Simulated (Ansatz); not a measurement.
## What DFT gives for CsI (Pm-3m)

The conventional cell has a = 4.503 Å, b = 4.503 Å, c = 4.503 Å, α = 90.00°, β = 90.00°, γ = 90.00°. Around Cs (atom 1) lie 8 I at 3.90 Å. I (atom 2) is surrounded by 8 Cs at 3.90 Å.

Ansatz runs use the cell relaxed by PAW under their functional.

What are its gap and electron mass? (PBEsol, all-electron LAPW in Ansatz 0.2.0, scalar-relativistic; a = 4.503 Å; k mesh 6×6×6, fixed occupations, basis error target 1 meV/atom)

Kohn-Sham band edges (the gap between refined extrema, the direct gap on the fine mesh): gap = 3.85 eV, least direct gap = 3.93 eV, electron conductivity mass = 0.265 mₑ, ε∞ without local fields (PAW) = 3.92.

How stiff is it? (PBEsol, all-electron LAPW in Ansatz 0.2.0, scalar-relativistic; a = 4.503 Å; k mesh 6×6×6, strains of ±0.008, fixed occupations, basis error target 1 meV/atom)

Elastic moduli (Hill averages, relaxed ions; θ_D from sound speeds over directions): B = 13.0 GPa, G = 8.0 GPa, C11 = 25.2 GPa, C44 = 7.4 GPa, ν = 0.244, θ_D = 120 K.

How does it vibrate? (PBEsol, all-electron LAPW in Ansatz 0.2.0, scalar-relativistic; a = 4.503 Å; k mesh 6×6×6, fixed occupations, basis error target 0.5 meV/atom; q mesh 2×2×2)

Harmonic phonons by finite displacements (no LO-TO term; negative means unstable): highest mode = 68.6 cm⁻¹, lowest at X = 38.6 cm⁻¹, lowest at M = 36.0 cm⁻¹, lowest at R = 52.1 cm⁻¹, highest at Γ = 58.8 cm⁻¹.

How does it screen a field? (PBEsol, PAW on Ansatz 0.2.0's default frozen-core files (fitted under PBE), scalar-relativistic; a = 4.503 Å; k mesh 6×6×6, fixed occupations, cutoff 420 eV)

Dielectric response and Born charges by linear response (direction means): ε∞ = 3.50, largest |Z*| = 1.32 e, ε₀ = 7.7.

How much do local fields and the kernel change ε∞?

From 3.92 (independent particles) to 3.50 (linear response), -11 %. The two sums use different k meshes, so a part of a few per cent can be the mesh's.

Known limits: no spin-orbit coupling on heavy atoms (band edges); semilocal gaps are low, and light masses and ε∞ follow the gap (band edges); frozen-core PAW files fitted under PBE, their cores solved anew for the functional of the run (field response); zone-boundary modes aren't tested (field response); semilocal gaps are low, so ε∞ comes out large.
